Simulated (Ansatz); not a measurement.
# TlCl: the cell at several levels of theory

How does the equilibrium cell of TlCl built on the database structure prototype depend on the functional? It is relaxed with PBE-D3(BJ), r2SCAN+rVV10 and PBE-D4.

Code: Ansatz 0.2.0. PAW datasets, plane waves, zero pressure. Spin-unpolarised throughout; all numbers are computed.

**1. Starting point**

The symmetry is Pm-3m (No. 221, cubic); conventional cell a = 3.837 Å, 28.26 Å³ an atom. Around Tl lie 8 Cl at 3.32 Å; around Cl lie 8 Tl at 3.32 Å.

The structure in full:

```
CELL_PARAMETERS angstrom
3.83747 0.00000 0.00000
0.00000 3.83747 0.00000
0.00000 0.00000 3.83747
ATOMIC_POSITIONS crystal
Tl 0.00000 0.00000 0.00000
Cl 0.50000 0.50000 0.50000
```

**2. PBE-D3(BJ): cell and atoms**

File input.yaml:

```yaml
crystal:
  lattice:
    - [3.83746738, 0.0, 0.0]
    - [0.0, 3.83746738, 0.0]
    - [0.0, 0.0, 3.83746738]
  atoms:
    - { symbol: Tl, position: [0.0, 0.0, 0.0] }
    - { symbol: Cl, position: [0.5, 0.5, 0.5] }
kpoints:
  mp_grid: { grid: [6, 6, 6] }
hamiltonian:
  xc: pbe
  dispersion: d3bj
scf:
  occupations: { method: fermi_dirac, width: 0.02 }
relax:
  f_tol: 0.005
  cell: {}
```

Run with:

```bash
ansatz run input.yaml --threads 2 --pin off --max-ram 29491MiB --backend cpu --events-out ev --progress --plain --runs-dir out
```

The runs that follow: Relaxation with r2SCAN+rVV10; Relaxation with PBE-D4.

**Question.** What will these runs give? Wanted: for each run, a; volume; space group; SCF geometries.

As calculated:

| level | a (Å) | volume (Å³/atom) | space group | SCF geometries |
| --- | --- | --- | --- | --- |
| PBE-D3(BJ) | 3.918 | 30.066 | Pm-3m | 8 |
| r2SCAN+rVV10 | 3.794 | 27.298 | Pm-3m | 5 |
| PBE-D4 | 3.950 | 30.820 | Pm-3m | 7 |

From the start to the first minimum the volume moved by +6.4 %. r2SCAN+rVV10 gives the smallest cell and PBE-D4 the largest; they differ by 12.9 % in volume, a mean of 4.1 % in length.
